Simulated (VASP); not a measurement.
# K (Im-3m) in VASP: settings compared, part 2 of 2

VASP 6.6.1. Earlier steps stand in the parts before.

### 4 Electron localisation function, revPBE+D3(BJ)

Input file INCAR:

```
PREC = Accurate ; ENCUT = 520
EDIFF = 1E-6 ; ISMEAR = 0
SIGMA = 0.05 ; LREAL = False
LASPH = True ; NELM = 80
ALGO = Normal ; ISIF = 2
LWAVE = False ; LCHARG = True
GGA = RE ; IVDW = 12
LELF = True
```

Input file KPOINTS:

```
Automatic mesh
0
Gamma
  7 7 7
```

Input file POSCAR:

```
K
1.0
   -2.6975585167      2.6975585167      2.6975585167
    2.6975585167     -2.6975585167      2.6975585167
    2.6975585167      2.6975585167     -2.6975585167
K
1
Direct
    0.0000000000      0.0000000000      0.0000000000
```

Potentials or basis: VASP PAW PBE potentials, release 64 (K_sv).

The run is started by

```console
$ cat potpaw_PBE.64/K_sv/POTCAR > POTCAR
$ mpirun -np 1 vasp_std > vasp.out
```

OUTCAR:

```text
PREC = Accurate
   ENCUT = 520
   EDIFF = 1E-6
   ISMEAR = 0
   LREAL = False
   LASPH = True
   NELM = 80
   ISIF = 2
   GGA = RE
   IVDW = 12
 IVDW          = 12

 ion  position               nearest neighbor table
   1  0.000  0.000  0.000-

  LATTYP: Found a body centered cubic cell.
 ALAT       =     5.3951170334

  Lattice vectors:

 A1 = (  -2.6975585167,   2.6975585167,   2.6975585167)
 A2 = (   2.6975585167,  -2.6975585167,   2.6975585167)
 A3 = (   2.6975585167,   2.6975585167,  -2.6975585167)

Analysis of symmetry for initial positions (statically):
=====================================================================
 Subroutine PRICEL returns:
 Original cell was already a primitive cell.

 Routine SETGRP: Setting up the symmetry group for a
 body centered cubic supercell.

 Subroutine GETGRP returns: Found 48 space group operations
 (whereof 48 operations were pure point group operations)
 out of a pool of 48 trial point group operations.

The static configuration has the point symmetry O_h .

Analysis of symmetry for dynamics (positions and initial velocities):
=====================================================================
 Subroutine PRICEL returns:
 Original cell was already a primitive cell.

 Routine SETGRP: Setting up the symmetry group for a
 body centered cubic supercell.

 Subroutine GETGRP returns: Found 48 space group operations
 (whereof 48 operations were pure point group operations)
 out of a pool of 48 trial point group operations.

The dynamic configuration has the point symmetry O_h .

 Subroutine INISYM returns: Found 48 space group operations
 (whereof 48 operations are pure point group operations),
 and found     1 'primitive' translations

----------------------------------------------------------------------------------------

                                     Primitive cell

  volume of cell :      78.5186

  direct lattice vectors                    reciprocal lattice vectors
    -2.697558517  2.697558517  2.697558517     0.000000000  0.185352791  0.185352791
     2.697558517 -2.697558517  2.697558517     0.185352791  0.000000000  0.185352791
     2.697558517  2.697558517 -2.697558517     0.185352791  0.185352791  0.000000000

  length of vectors
     4.672308407  4.672308407  4.672308407     0.262128431  0.262128431  0.262128431

  position of ions in fractional coordinates (direct lattice)
     0.000000000  0.000000000  0.000000000

  ion indices of the primitive-cell ions
   primitive index   ion index
                 1           1

----------------------------------------------------------------------------------------

 KPOINTS: Automatic mesh

Automatic generation of k-mesh.
 Grid dimensions read from file:
 generate k-points for:    7    7    7

 Generating k-lattice:

  Cartesian coordinates                     Fractional coordinates (reciprocal lattice)
     0.000000000  0.026478970  0.026478970     0.142857143  0.000000000  0.000000000
     0.026478970  0.000000000  0.026478970     0.000000000  0.142857143  0.000000000
     0.026478970  0.026478970  0.000000000     0.000000000  0.000000000  0.142857143

  Length of vectors
     0.037446919  0.037446919  0.037446919

  Shift w.r.t. Gamma in fractional coordinates (k-lattice)
     0.000000000  0.000000000  0.000000000

 Subroutine IBZKPT returns following result:
 ===========================================

 Found     20 irreducible k-points:

 Following reciprocal coordinates:
            Coordinates               Weight
  0.000000  0.000000  0.000000      1.000000
  0.142857  0.000000  0.000000     12.000000
  0.285714  0.000000  0.000000     12.000000
  0.428571  0.000000  0.000000     12.000000
  0.142857  0.142857  0.000000     24.000000
  0.285714  0.142857 -0.000000     48.000000
[... 12 lines left out ...]
 -0.428571 -0.428571  0.285714      8.000000
 -0.428571  0.428571  0.428571      6.000000
   k-points           NKPTS =     20   k-points in BZ     NKDIM =     20   number of bands    NBANDS=      8
   number of dos      NEDOS =    301   number of ions     NIONS =      1
   total plane-waves  NPLWV =  46656
   dimension x,y,z NGX =    36 NGY =   36 NGZ =   36
   dimension x,y,z NGXF=    72 NGYF=   72 NGZF=   72
   ions per type =               1
   NGX,Y,Z   is equivalent  to a cutoff of  12.81, 12.81, 12.81 a.u.
   NGXF,Y,Z  is equivalent  to a cutoff of  25.62, 25.62, 25.62 a.u.
 SYSTEM =  unknown system
   PREC   = accura    normal or accurate (medium, high low for compatibility)
   ISTART =      0    job   : 0-new  1-cont  2-samecut
   ICHARG =      2    charge: 1-file 2-atom 10-const
   ISPIN  =      1    spin polarized calculation?
   LNONCOLLINEAR =      F non collinear calculations
   LSORBIT =      F    spin-orbit coupling
   LASPH  =      T    aspherical Exc in radial PAW
   ENCUT  =  520.0 eV  38.22 Ry    6.18 a.u.   8.69  8.69  8.69*2*pi/ulx,y,z
   NELM   =     80;   NELMIN=  2; NELMDL= -5     # of ELM steps
   EDIFF  = 0.1E-05   stopping-criterion for ELM
   LREAL  =      F    real-space projection
   EDIFFG = 0.1E-04   stopping-criterion for IOM
   NSW    =      0    number of steps for IOM
   IBRION =     -1    ionic relax: 0-MD 1-quasi-New 2-CG
   NFREE  =      0    steps in history (QN), initial steepest desc. (CG)
   ISIF   =      2    stress and relaxation
   ISYM   =      2    0-nonsym 1-usesym 2-fastsym
   POTIM  = 0.5000    time-step for ionic-motion
   TEBEG  =    0.0;   TEEND  =   0.0 temperature during run
   PSTRESS=    0.0 pullay stress
   NELECT =       9.0000    total number of electrons
   NUPDOWN=      -1.0000    fix difference up-down
   EMIN   =  10.00;   EMAX   =-10.00  energy-range for DOS
   EFERMI =   0.00;   METHOD = LEGACY
   ISMEAR =     0;   SIGMA  =   0.05  broadening in eV -4-tet -1-fermi 0-gaus
   EFERMI_NEDOS =   21; number of points for ismear=-14 and -15
   IALGO  =     38    algorithm
   IMIX   =      4    mixing-type and parameters
     AMIX     =   0.40;   BMIX     =  1.00
     AMIX_MAG =   1.60;   BMIX_MAG =  1.00
  volume/ion in A,a.u.               =      78.52       529.87
  Fermi-wavevector in a.u.,A,eV,Ry     =   0.795240  1.502785  8.604411  0.632406
  Thomas-Fermi vector in A             =   1.901529
   LORBIT       =      0    0 simple, 1 ext, 2 COOP (PROOUT), +10 PAW based schemes
   GGA     = RE    functional components
   LHFCALC =     F    Hartree Fock is set to
   AEXX    =    0.0000 exact exchange contribution
   IVDW    =    12    specifies the selected vdW correction
   LEPSILON=     F    determine dielectric tensor
   LRPA    =     F    only Hartree local field effects (RPA)
 non-spin polarized calculation
 Gauss-broadening in eV      SIGMA  =   0.05
  energy-cutoff  :      520.00
  volume of cell :       78.52
 maximum number of plane-waves:      2128
   NGX = 17   NGY = 17   NGZ = 17

 number of electron       8.9999999 magnetization

 Free energy of the ion-electron system (eV)
  ---------------------------------------------------
  ext. energy  EPLUGINS =         0.00000000
  ---------------------------------------------------
  free energy    TOTEN  =        -0.94852639 eV

  energy without entropy =       -0.94677982  energy(sigma->0) =       -0.94765311

 E-fermi :  -0.1907     XC(G=0):  -5.3803

 val. band max:       -0.2250667871   @ k =  -0.2857   0.4286   0.1429
 cond. band min:      -0.0291559415   @ k =  -0.4286   0.4286   0.1429
 fundamental gap:      0.1959108456
 Fermi energy:        -0.1906889517

 k-point     1 :       0.0000    0.0000    0.0000
  band No.  band energies     occupation
      1     -32.4180      2.00000
      2     -15.8398      2.00000
      3     -15.8398      2.00000
      4     -15.8398      2.00000
      5      -2.2083      2.00000
      6       4.1255      0.00000
      7       4.1255      0.00000
      8       4.1256      0.00000
[... 199 lines left out ...]
 k-point    20 :      -0.4286    0.4286    0.4286
  band No.  band energies     occupation
      1     -32.4130      2.00000
      2     -15.8772      2.00000
      3     -15.8756      2.00000
      4     -15.8756      2.00000
      5       1.1997      0.00000
      6       1.6311      0.00000
      7       3.1590      0.00000
      8       3.1590      0.00000

------------------------ aborting loop because EDIFF is reached ----------------------------------------

 Edisp (eV)   -0.18790

 E8    (eV) :    -0.1438

  FORCE on cell =-STRESS in cart. coord.  units (eV):
  Direction    XX          YY          ZZ          XY          YZ          ZX
  --------------------------------------------------------------------------------------
  -------------------------------------------------------------------------------------
  Total      -0.17229    -0.17229    -0.17229     0.00000    -0.00000     0.00000
  in kB      -3.51561    -3.51561    -3.51561     0.00000    -0.00000     0.00000
  external pressure =       -3.52 kB  Pullay stress =        0.00 kB

 VOLUME and BASIS-vectors are now :
 -----------------------------------------------------------------------------
  energy-cutoff  :      520.00
  volume of cell :       78.52
      direct lattice vectors                 reciprocal lattice vectors
    -2.697558517  2.697558517  2.697558517     0.000000000  0.185352791  0.185352791
     2.697558517 -2.697558517  2.697558517     0.185352791  0.000000000  0.185352791
     2.697558517  2.697558517 -2.697558517     0.185352791  0.185352791  0.000000000

 POSITION                                       TOTAL-FORCE (eV/Angst)
 -----------------------------------------------------------------------------------
      0.00000      0.00000      0.00000         0.000000      0.000000      0.000000
 -----------------------------------------------------------------------------------
    total drift:                               -0.000000     -0.000000      0.000000

  FREE ENERGIE OF THE ION-ELECTRON SYSTEM (eV)
  ---------------------------------------------------
  free  energy   TOTEN  =        -1.1364249708 eV

  energy  without entropy=       -1.1346784046  energy(sigma->0) =       -1.13555169
```

OSZICAR:

```text
N       E                     dE             d eps       ncg     rms          rms(c)
DAV:   1     0.487682950185E+02    0.48768E+02   -0.37075E+03   320   0.870E+02
DAV:   2     0.587947845049E+00   -0.48180E+02   -0.47899E+02   328   0.205E+02
DAV:   3    -0.879993883420E+00   -0.14679E+01   -0.14600E+01   464   0.367E+01
DAV:   4    -0.942856821591E+00   -0.62863E-01   -0.62733E-01   528   0.502E+00
DAV:   5    -0.943142057254E+00   -0.28524E-03   -0.28523E-03   504   0.342E-01    0.158E+00
DAV:   6    -0.946037701348E+00   -0.28956E-02   -0.14163E-03   520   0.314E-01    0.949E-01
DAV:   7    -0.948361645293E+00   -0.23239E-02   -0.33005E-03   440   0.519E-01    0.516E-02
DAV:   8    -0.948518473575E+00   -0.15683E-03   -0.12877E-04   536   0.145E-01    0.141E-02
DAV:   9    -0.948527108607E+00   -0.86350E-05   -0.11492E-05   496   0.305E-02    0.438E-03
DAV:  10    -0.948526389553E+00    0.71905E-06   -0.70528E-07   504   0.959E-03
   1 F= -.11364250E+01 E0= -.11355517E+01  d E =-.174657E-02
```

stdout:

```text
POSCAR found type information on POSCAR K
 POSCAR found :  1 types and       1 ions
 scaLAPACK will be used
 -----------------------------------------------------------------------------
|                                                                             |
|                                                                             |
|     You enforced a specific xc type in the INCAR file but a different       |
|     I HOPE YOU KNOW WHAT YOU ARE DOING!                                     |
|                                                                             |
 -----------------------------------------------------------------------------

 LDA part: xc-table for (Slater+PW92), standard interpolation
 POSCAR, INCAR and KPOINTS ok, starting setup
 FFT: planning ... GRIDC
 FFT: planning ... GRID_SOFT
 FFT: planning ... GRID
 WAVECAR not read
 entering main loop
```

Run time: 9.6 s. Hardware: 1 thread of AMD EPYC 7R43 (Zen 3), shared host; peak memory 0.17 GiB.

What came out:

| Property | Result |
| --- | --- |
| Free energy | -1.1364 eV |
| Pressure | -0.4 GPa |
| Band gap on the k mesh | none (metal or under the smearing width) |
| Dispersion energy per atom | -0.188 eV |

Caveat: the PAW data sets were made with another functional, which shifts forces and pressure a little; pairwise dispersion overbinds metals, which lowers pressure and volume.

### 5 Single point, RPBE

Input file INCAR:

```
SYSTEM = K
PREC = Accurate ; ENCUT = 520
EDIFF = 1E-7 ; ISMEAR = 0
SIGMA = 0.05 ; LREAL = .False.
LASPH = .True. ; NELM = 60
ALGO = Normal ; ISIF = 2
LWAVE = .False. ; LCHARG = .True.
GGA = RP ; LELF = .True.
LVHAR = .True.
```

Input file KPOINTS:

```
Automatic mesh
0
Gamma
  7 7 7
  0 0 0
```

POSCAR is that of step 4.

Potentials or basis: VASP PAW PBE potentials, release 54 (K_sv).

The run is started by

```console
$ cat potpaw_PBE.54/K_sv/POTCAR > POTCAR
$ mpirun -np 1 vasp_std > vasp.out
```

Run time: 11 s. Hardware: 1 thread of Intel Xeon Platinum 8488C (Sapphire Rapids), shared host; peak memory 0.19 GiB.

The run converged. Its results:

* Free energy: -0.9405 eV
* Pressure: 0.1 GPa
* Band gap on the k mesh: none (metal or under the smearing width)

Levels at points of the mesh, in eV from the Fermi level:
```tsv
k point	band 2	band 3	band 4	band 5	band 6	band 7	band 8
(0.00, 0.00, 0.00)	-15.66	-15.66	-15.66	-2.02	4.32	4.32	4.32
```

Caveat: the PAW data sets were made with another functional, which shifts forces and pressure a little.

### 6 The reference run

An earlier run on the cell as given: functional PBE; potentials or basis VASP PAW PBE potentials, release 64 (K_sv); cutoff 520 eV; k mesh 7 × 7 × 7; occupations fermi-dirac, width 0.05 eV; no spin polarisation.

- Pressure: -0.2 GPa
- Band gap on the k mesh: none (metal or under the smearing width)

### 7 The runs side by side

```csv
task,level,potentials or basis,smearing,gap on the mesh (eV),pressure (GPa)
single point,LDA,"VASP PAW LDA potentials, release 54 (K_sv)",gaussian 0.1 eV,none,-0.6
electron localisation function,revPBE+D3(BJ),"VASP PAW PBE potentials, release 64 (K_sv)",gaussian 0.05 eV,none,-0.4
single point,RPBE,"VASP PAW PBE potentials, release 54 (K_sv)",gaussian 0.05 eV,none,0.1
single point,PBE,"VASP PAW PBE potentials, release 64 (K_sv)",fermi-dirac 0.05 eV,none,-0.2
```

Alike in all rows: no spin polarisation; cell as given; k mesh 7 × 7 × 7; cutoff (eV) 520.

Caveats: the PAW data sets were made with another functional, which shifts forces and pressure a little (some runs); pairwise dispersion overbinds metals, which lowers pressure and volume (some runs).

Absolute energies hang on the potentials; compare differences alone.
